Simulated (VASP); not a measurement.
# SnS2 (Berndtite-2T) (P-3m1) in VASP: a series of runs, part 2 of 2

VASP 6.6.1. The steps go on from the part before.

## Step 4: Relaxation of cell and atoms, LDA, target pressure 1.2 GPa, at which the enthalpy is minimised

This run uses another cell than the first one, of 20.98 Å³/atom, 0.930 times its volume.

INCAR reads:

```
SYSTEM = SnS2
  ALGO = Normal
  EDIFF = 1E-7
  EDIFFG = -0.005
  ENCUT = 600
  IBRION = 2
  ISIF = 3
  ISMEAR = 0
  LASPH = .TRUE.
  LCHARG = .FALSE.
  LREAL = .FALSE.
  LWAVE = .FALSE.
  NELM = 80
  NSW = 90
  PREC = Accurate
  PSTRESS = 12.0
  SIGMA = 0.03
```

KPOINTS reads:

```
k-points
0
G
  9 9 5
  0 0 0
```

POSCAR reads:

```
SnS2                                    
1.0
    3.6188368162      0.0000000000     -0.0000000000
   -1.8094184081      3.1340046151     -0.0000000000
    0.0000000000      0.0000000000      5.5504495629
  Sn              S             
     1     2
Direct
     0.0000000000000000    0.0000000000000000    0.0000000000000000
     0.3333333332999970    0.6666666667000030    0.2642695849877325
     0.6666666667000030    0.3333333332999970    0.7357304150122675
```

Potentials or basis: VASP PAW LDA potentials, release 64 (Sn_d, S).

Command:

```bash
$ cat potpaw_LDA.64/Sn_d/POTCAR potpaw_LDA.64/S/POTCAR > POTCAR
$ mpirun -np 1 vasp_std > vasp.out
```

OUTCAR:

```text
SYSTEM = SnS2
   EDIFF = 1E-7
   EDIFFG = -0.005
   ENCUT = 600
   IBRION = 2
   ISIF = 3
   ISMEAR = 0
   LASPH = .TRUE.
   LREAL = .FALSE.
   NELM = 80
   NSW = 90
   PREC = Accurate
   PSTRESS = 12.0

 ion  position               nearest neighbor table
   1  0.000  0.000  0.000-   2 2.55   3 2.55   3 2.55   2 2.55   3 2.55   2 2.55
   2  0.333  0.667  0.264-   1 2.55   1 2.55   1 2.55
   3  0.667  0.333  0.736-   1 2.55   1 2.55   1 2.55

  LATTYP: Found a hexagonal cell.
 ALAT       =     3.6188368162
 C/A-ratio  =     1.5337661920

  Lattice vectors:

 A1 = (   3.6188368162,   0.0000000000,   0.0000000000)
 A2 = (  -1.8094184081,   3.1340046151,   0.0000000000)
 A3 = (   0.0000000000,   0.0000000000,   5.5504495629)

Analysis of symmetry for initial positions (statically):
=====================================================================
 Subroutine PRICEL returns:
 Original cell was already a primitive cell.

 Routine SETGRP: Setting up the symmetry group for a
 hexagonal supercell.

 Subroutine GETGRP returns: Found 12 space group operations
 (whereof 12 operations were pure point group operations)
 out of a pool of 24 trial point group operations.

The static configuration has the point symmetry D_3d.

Analysis of symmetry for dynamics (positions and initial velocities):
=====================================================================
 Subroutine PRICEL returns:
 Original cell was already a primitive cell.

 Routine SETGRP: Setting up the symmetry group for a
 hexagonal supercell.

 Subroutine GETGRP returns: Found 12 space group operations
 (whereof 12 operations were pure point group operations)
 out of a pool of 24 trial point group operations.

The dynamic configuration has the point symmetry D_3d.

 Subroutine INISYM returns: Found 12 space group operations
 (whereof 12 operations are pure point group operations),
 and found     1 'primitive' translations

[... 121 lines left out ...]
   GGA     = CA    functional components
   LHFCALC =     F    Hartree Fock is set to
   AEXX    =    0.0000 exact exchange contribution
   IVDW    =     0    specifies the selected vdW correction
   LEPSILON=     F    determine dielectric tensor
   LRPA    =     F    only Hartree local field effects (RPA)
 conjugate gradient relaxation of ions
 non-spin polarized calculation
 Gauss-broadening in eV      SIGMA  =   0.03
  energy-cutoff  :      600.00
  volume of cell :       62.95
 maximum number of plane-waves:      2122
 NGX is ok and might be reduce to    30
   NGX = 15   NGY = 15   NGZ = 23

 number of electron      25.9999996 magnetization

 Free energy of the ion-electron system (eV)
  ---------------------------------------------------
  ext. energy  EPLUGINS =         0.00000000
  ---------------------------------------------------
  free energy    TOTEN  =       -15.06491714 eV

  energy without entropy =      -15.06491714  energy(sigma->0) =      -15.06491714

 E-fermi :   5.9584     XC(G=0): -10.3962

 val. band max:        5.7792594435   @ k =   0.0000   0.0000   0.0000
 cond. band min:       6.7844053135   @ k =   0.0000   0.4444   0.4000
 fundamental gap:      1.0051458700
 Fermi energy:         5.9584240133

 k-point     1 :       0.0000    0.0000    0.0000
  band No.  band energies     occupation
      1     -15.4444      2.00000
      2     -15.4444      2.00000
      3     -15.3923      2.00000
      4     -15.3618      2.00000
      5     -15.3618      2.00000
      6      -8.6273      2.00000
[... 457 lines left out ...]
      4     -15.3622      2.00000
      5     -15.3398      2.00000
      6      -7.5668      2.00000
[... 9 lines left out ...]
     16      11.3377      0.00000
     17      12.5281      0.00000

 [... further k-points ...]

------------------------ aborting loop because EDIFF is reached ----------------------------------------

  FORCE on cell =-STRESS in cart. coord.  units (eV):
  Direction    XX          YY          ZZ          XY          YZ          ZX
  --------------------------------------------------------------------------------------
  -------------------------------------------------------------------------------------
  Total        0.4814720      0.4814720      0.4638314      0.0000000     -0.0000000     -0.0000000
  in kB       12.2541967     12.2541967     11.8052154      0.0000000     -0.0000000     -0.0000000
  external PRESSURE =       0.1045363 kB  Pullay stress =      12.0000000 kB

 VOLUME and BASIS-vectors are now :
 -----------------------------------------------------------------------------
  energy-cutoff  :      600.00
  volume of cell :       62.95
      direct lattice vectors                 reciprocal lattice vectors
     3.618836816  0.000000000  0.000000000     0.276331885  0.159540288  0.000000000
    -1.809418408  3.134004615  0.000000000     0.000000000  0.319080577  0.000000000
     0.000000000  0.000000000  5.550449563     0.000000000  0.000000000  0.180165586

 POSITION                                       TOTAL-FORCE (eV/Angst)
 -----------------------------------------------------------------------------------
      0.00000      0.00000      0.00000        -0.000000      0.000000      0.000000
     -0.00000      2.08934      1.46682         0.000000     -0.000000      0.002513
      1.80942      1.04467      4.08363        -0.000000      0.000000     -0.002513
 -----------------------------------------------------------------------------------
    total drift:                               -0.000000      0.000000      0.000000

  FREE ENERGIE OF THE ION-ELECTRON SYSTEM (eV)
  ---------------------------------------------------
  free  energy   TOTEN  =       -15.0649171362 eV

  energy  without entropy=      -15.0649171362  energy(sigma->0) =      -15.06491714

  enthalpy is  TOTEN    =       -14.5934325973 eV   P V=        0.4714845390

 reached required accuracy - stopping structural energy minimisation
```

OSZICAR:

```text
N       E                     dE             d eps       ncg     rms          rms(c)
DAV:   1     0.214220595615E+03    0.21422E+03   -0.14002E+04  1700   0.208E+03
DAV:   2     0.890345386557E+01   -0.20532E+03   -0.20191E+03  1828   0.450E+02
DAV:   3    -0.147388957867E+02   -0.23642E+02   -0.22801E+02  2206   0.131E+02
DAV:   4    -0.155596084308E+02   -0.82071E+00   -0.81952E+00  2109   0.249E+01
DAV:   5    -0.155815596682E+02   -0.21951E-01   -0.21946E-01  2688   0.405E+00    0.917E+00
DAV:   6    -0.151156509704E+02    0.46591E+00   -0.10833E+00  2562   0.121E+01    0.642E+00
DAV:   7    -0.150699185795E+02    0.45732E-01   -0.27704E-01  2286   0.365E+00    0.178E+00
DAV:   8    -0.150653019479E+02    0.46166E-02   -0.25906E-02  2179   0.172E+00    0.619E-01
DAV:   9    -0.150649253522E+02    0.37660E-03   -0.18966E-03  2081   0.353E-01    0.140E-01
DAV:  10    -0.150649172309E+02    0.81213E-05   -0.29311E-04  2373   0.138E-01    0.733E-02
DAV:  11    -0.150649173579E+02   -0.12706E-06   -0.26327E-05  2069   0.347E-02    0.118E-02
DAV:  12    -0.150649170331E+02    0.32486E-06   -0.17795E-06  2373   0.109E-02    0.953E-03
DAV:  13    -0.150649171372E+02   -0.10413E-06   -0.50293E-07  2145   0.723E-03    0.136E-03
DAV:  14    -0.150649171362E+02    0.97043E-09   -0.54333E-08  1285   0.171E-03
   1 F= -.14593433E+02 E0= -.14593433E+02  d E =-.145934E+02
```

Wall time 26 s (1 thread of Intel Xeon 6975P-C (Granite Rapids), shared host); peak memory 0.21 GiB.

Results:

```yaml
Free_energy: -15.0649 eV
Pressure_after_relaxing: 1.2 GPa
Band_gap_on_the_k_mesh: 1.01 eV, indirect (least direct gap 1.53 eV)
```

Forces in eV/Å, atoms in the order of the input:
```
Sn   0.000  0.000  0.000
S    0.000  0.000  0.003
S    0.000  0.000 -0.003
```

Final structure:
```yaml
crystal:
  lattice:
    - [3.61884, 0.00000, 0.00000]
    - [-1.80942, 3.13400, 0.00000]
    - [0.00000, 0.00000, 5.55045]
  atoms:
    - { symbol: Sn, position: [0.00000, 0.00000, 0.00000] }
    - { symbol: S, position: [0.33333, 0.66667, 0.26427] }
    - { symbol: S, position: [0.66667, 0.33333, 0.73573] }
```

Caveat: the relaxation stopped at its first step, so nothing moved; the cell is relaxed towards a set pressure, so the enthalpy falls and the energy may rise; spin-orbit coupling is left out, which moves the levels of the heavy elements; an odd mesh through Γ misses points on the zone boundary, where band edges often lie.
